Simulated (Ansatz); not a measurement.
**KBr: the cell at several levels of theory**

One table from this session's results is given with a row withheld; the runs are named, their logs left out.

Program: Ansatz 0.2.0. PAW datasets, plane waves, zero pressure. Spin-unpolarised throughout; all numbers are computed.

### The cell

It is cubic, Fm-3m (No. 225); conventional cell a = 6.500 Å, 34.33 Å³ an atom. Around K lie 6 Br at 3.25 Å; around Br lie 6 K at 3.25 Å.

Coordinates:

Space group Fm-3m (No. 225). a = 6.500 Å, b = 6.500 Å, c = 6.500 Å, α = 90.00°, β = 90.00°, γ = 90.00°
```json
{"atom": "K", "site": "4a", "symmetry": "m-3m", "x": "0.0000", "y": "0.0000", "z": "0.0000"}
{"atom": "Br", "site": "4b", "symmetry": "m-3m", "x": "0.5000", "y": "0.0000", "z": "0.0000"}
```

The first run:

The input, input.yaml:

```yaml
crystal:
  lattice:
    - [0.0, 3.250018, 3.250018]
    - [3.250018, 0.0, 3.250018]
    - [3.250018, 3.250018, 0.0]
  atoms:
    - { symbol: K, position: [0.0, 0.0, 0.0] }
    - { symbol: Br, position: [0.5, 0.5, 0.5] }
kpoints:
  mp_grid: { grid: [6, 6, 6] }
hamiltonian:
  xc: pbe
scf:
  occupations: { method: fermi_dirac, width: 0.02 }
relax:
  f_tol: 0.005
  cell: {}
output:
  write_density: true
  write_potential: true
  elf: true
  volumetric_format: npy
```

Launch:

```sh
$ ansatz run input.yaml --threads 4 --pin off --max-ram 7372MiB --backend cpu --events-out ev --progress --plain --runs-dir out
```

Steps of the session up to this table: Relaxing with PBE; Relaxing with r2SCAN; Relaxation with PBEsol; Relaxation with LDA; Relaxing with HSE06.

One of the session's tables, all rows but one given; the rest of the session is left out.

It belongs to the step «The cells side by side». 

| level | a (Å) | volume (Å³/atom) |
| --- | --- | --- |
| PBE | 6.705 | 37.673 |
| r2SCAN | 6.604 | 36.010 |
| PBEsol | 6.551 | 35.150 |
| LDA | 6.373 | 32.352 |
| HSE06 | ? | ? |

Estimate the missing values for HSE06.

The run gave: a (Å): 6.665; volume (Å³/atom): 37.003. In the column «a (Å)» it lies between r2SCAN (6.604) and PBE (6.705).

From the start to the first minimum the volume moved by +9.7 %. LDA gives the smallest cell and PBE the largest; they differ by 16.4 % in volume, a mean of 5.2 % in length. The meshes differ: PBE 6×6×6, r2SCAN 6×6×6, PBEsol 6×6×6, LDA 6×6×6, HSE06 4×4×4.
